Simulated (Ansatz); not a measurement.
AlSb (zinc blende)

```xyz
2
Lattice="0.0000 3.1128 3.1128 3.1128 0.0000 3.1128 3.1128 3.1128 0.0000" Properties=species:S:1:pos:R:3 pbc="T T T"
Sb     4.6691     4.6691     4.6691
Al     0.0000     0.0000     0.0000
```

The slice is a {110} plane (indices of the conventional cell) through the point (0.000, 0.000, 0.000) (fractional), spanned by u = [100] and v = [1 -1 -1] in vectors of this cell: u (4.40 Å) and v (6.23 Å, at 90° to u). It covers one period; positions are fractions (u, v).

All values below come from PBE (plane waves to 420 eV, PAW, scalar-relativistic; Ansatz, an electronic-structure program). k mesh 13×13×13. These are valence fields of a PAW run, semicore shells included where kept as valence: close to a nucleus they are smooth pseudo fields. AlSb was relaxed with its symmetry unable to fall. Spin-orbit coupling is left out, though Sb is heavy.

Q: What is the ELF at the midpoint of the shortest Sb–Al line in this plane (2.70 Å)?

A: 0.8.

Q: The ELF has a maximum in the middle third of the Sb–Al line. Where, and how high?

A: 0.92, 1.7 Å from Sb.

Q: What is the valence density on the shortest Sb–Al line in this plane (2.70 Å), at its midpoint?

A: 0.39 e/Å³.

Q: Sketch the valence electron density on this plane as a map.

A: 
```
v \ u  0.00  0.10  0.20  0.30  0.40  0.50  0.60  0.70  0.80  0.90
-----  ----  ----  ----  ----  ----  ----  ----  ----  ----  ----
0.86   -0.7  -0.8  -1.0  -1.3  -1.6  -1.7  -1.6  -1.3  -1.0  -0.8
0.71   -1.2  -1.3  -1.5  -1.7  -1.9  -1.9  -1.9  -1.7  -1.5  -1.3
0.57   -1.8  -1.8  -1.7  -1.5  -1.4  -1.3  -1.4  -1.5  -1.7  -1.8
0.43   -1.8  -1.6  -1.2  -0.8  -0.5  -0.4  -0.5  -0.8  -1.2  -1.6
0.29   -1.2  -1.0  -0.7  -0.1   0.8   1.2   0.8  -0.1  -0.7  -1.0
0.14   -0.7  -0.6  -0.5  -0.3   0.1   0.3   0.1  -0.3  -0.5  -0.6
0.00   -1.2  -1.1  -0.7  -0.8  -0.9  -0.9  -0.9  -0.8  -0.7  -1.1
```

Values: log₁₀ of the valence density in e/Å³. The scale is logarithmic, as a density can span decades between atoms and voids.
